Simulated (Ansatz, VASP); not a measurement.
**Two plane-wave programs on In3GaN4**

```
In Ga N
1.0
     6.97147    0.00000    0.00000
    -3.48573    6.03747    0.00000
     0.00000    0.00000    5.66810
In Ga N
6 2 8
Cartesian
  -1.7121 5.0135 2.8288
  1.7121 5.0135 2.8288
  0.0000 2.0480 2.8288
  3.4857 3.9895 5.6629
  1.7736 1.0240 5.6629
  5.1978 1.0240 5.6629
  3.4857 2.0125 2.8306
  0.0000 4.0250 5.6646
  -1.6352 4.9691 5.0206
  1.6352 4.9691 5.0206
  0.0000 2.1368 5.0206
  3.4857 2.0125 4.7956
  0.0000 4.0250 1.9616
  3.4857 3.9007 2.1866
  1.8505 1.0684 2.1866
  5.1210 1.0684 2.1866
```

The cell comes from a database or a generator and needn't be the stable form of this composition.

Alike in both runs: task single point; functional PBEsol; k mesh 3 × 3 × 4; occupations gaussian, width 0.1 eV; no spin polarisation.

```csv
,VASP,Ansatz
version,VASP 6.6.1,Ansatz 0.2.0
potentials or method,"VASP PAW PBE potentials, release 64 (In_d, Ga_d, N)","scalar-relativistic, plane waves, PAW"
plane-wave cutoff (eV),520,420
valence electrons in the cell,144,144
```

|  | VASP | Ansatz | Ansatz less VASP |
| --- | --- | --- | --- |
| gap on the k mesh at the Fermi level (eV) | none | none | - |
| pressure (GPa) | -5.0 | -5.1 | -0.12 |
| largest component of the traceless stress (GPa) | 0.14 | 0.17 | +0.032 |
| rms of the force components (eV/Å) | 0.019 | 0.029 | +0.0092 |

Atom by atom the forces differ by 0.010 eV/Å (rms over components). A gap of «none» marks a metal or a gap that the smearing closes.

Caveats: the PAW data sets were made with another functional, which shifts forces and pressure a little (VASP).
